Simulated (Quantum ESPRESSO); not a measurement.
**NaI under changes of volume**

One of the cells (33.899 Å³/atom); the others are scaled copies at fixed shape and fractional positions:

```xyz
2
Lattice="0.0000 3.2364 3.2364 3.2364 0.0000 3.2364 3.2364 3.2364 0.0000" Properties=species:S:1:pos:R:3 pbc="T T T"
I     3.2364    3.2364    3.2364
Na    0.0000    0.0000    0.0000
```

```yaml
Program: Quantum ESPRESSO 7.5
Functional: LDA
Potentials_or_basis: GBRV 1.5 LDA
Cutoff: 612 eV
Density_cutoff: 4898 eV
k_mesh: 7 × 7 × 7
Occupations: fermi-dirac, width 0.05 eV
Spin: no spin polarisation
```

| volume (Å³/atom) | energy over the lowest point (meV/atom) | pressure (GPa) | gap on the mesh (eV) |
| --- | --- | --- | --- |
| 31.865 | 0.00 | -0.7 | 3.50 |
| 32.543 | 3.62 | -1.1 | 3.44 |
| 33.221 | 8.62 | -1.4 | 3.38 |
| 33.899 | 14.89 | -1.6 | 3.33 |
| 34.577 | 22.19 | -1.9 | 3.28 |
| 35.255 | ? | ? | ? |
| 35.933 | 39.47 | -2.3 | 3.19 |

Q: What does the run at 35.255 Å³/atom give?

A: Energy over the lowest point 30.41 meV/atom; pressure -2.1 GPa; gap on the mesh 3.23 eV.

Worked out: A Birch-Murnaghan fit of order 3 (a polynomial in V^(-2/3)) to the other rows has no minimum within the range. It gives 30.43 meV/atom at 35.255 Å³/atom, against the run's 30.41, and -dE/dV = -2.0 GPa, against -2.1. A straight line through the other rows of the gap, of slope -2.58 eV per unit of ln V (its deformation potential), gives 3.23 eV, against the run's 3.23.

Energies are extrapolated to zero smearing.

Caveats: spin-orbit coupling is left out, which moves the levels of the heavy elements.
